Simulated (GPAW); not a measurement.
NaCl:

```
Cl Na
1.0
     0.00000    2.79406    2.79406
     2.79406    0.00000    2.79406
     2.79406    2.79406    0.00000
Cl Na
1 1
Direct
  0.50000 0.50000 0.50000
  0.00000 0.00000 0.00000
```

The cell is a database's computed one.

- Program: GPAW 26.7.0
- Task: relaxation of cell and atoms
- Functional: PBEsol
- Dispersion: D3(BJ)
- Potentials or basis: PAW data sets generated in the run's folder for this functional
- Cutoff: 800 eV
- Basis: pw
- k mesh: 8 × 8 × 8
- Occupations: fermi-dirac, width 0.05 eV
- Spin: no spin polarisation

At the start: pressure -1.2 GPa; volume 21.81 Å³/atom.

**Question.** How do energy, volume and symmetry change on relaxing?

**Answer.** Over 3 steps the energy falls by 3.8 meV/atom and the volume is 20.78 Å³/atom (-4.8 %); space group Fm-3m (No. 225, to 0.05 Å).

The path:
| step | energy change (eV) | largest force (eV/Å) | pressure (GPa) | volume (Å³) |
| --- | --- | --- | --- | --- |
| 1 | 0.0000 | 0.0000 | -1.25 | 43.63 |
| 2 | -0.0012 | 0.0000 | -1.16 | 43.47 |
| 3 | -0.0076 | 0.0000 | 0.09 | 41.55 |

Final structure:
```
Cl Na
1.0
     0.00000    2.74909    2.74909
     2.74909    0.00000    2.74909
     2.74909    2.74909    0.00000
Cl Na
1 1
Direct
  0.50000 0.50000 0.50000
  0.00000 0.00000 0.00000
```

Caveat: later steps reuse the first step's grids.
